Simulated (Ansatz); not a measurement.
HfO2:

```xyz
3
Lattice="0.0000 2.5575 2.5575 2.5575 0.0000 2.5575 2.5575 2.5575 0.0000" Properties=species:S:1:pos:R:3 pbc="T T T"
Hf    0.0000    0.0000    0.0000
O     3.8363    3.8363    3.8363
O     1.2788    1.2788    1.2788
```

Measurements of this composition are mostly on another form, of space group No. 14.

Program: Ansatz 0.2.0. Alike in all runs: task band structure; potentials or basis Ansatz PAW; cell as given; k mesh 9 × 9 × 9; smearing fermi-dirac 0.05 eV.

Q: Order these runs on this cell by their band gap on the k mesh, lowest first.
A. level PBEsol+U; spin off; U Hf d U = 1 eV; cutoff (eV) 420; hubbard projectors ortho-atomic (the default); double counting fll (the default)
B. level PBEsol; spin SOC, no magnetisation; cutoff (eV) 420
C. level r2SCAN+U; spin off; U Hf d U = 3.5 eV; cutoff (eV) 500; hubbard projectors ortho-atomic (the default); double counting fll (the default)
D. level PBEsol+U; spin off; U Hf d U = 5 eV; cutoff (eV) 420; hubbard projectors ortho-atomic (the default); double counting fll (the default)
E. level PBEsol+U; spin off; U Hf d U = 6 eV; cutoff (eV) 420; hubbard projectors ortho-atomic (the default); double counting fll (the default)

A: B (3.70 eV), A (3.86 eV), D (4.60 eV), E (4.81 eV), C (4.97 eV).

Caveats: the k mesh misses the band edges, so the gap on the mesh is wider than the one along the path; spin-orbit coupling is left out, which moves the levels of the heavy elements (some runs).

Not every run made on this cell is shown here.
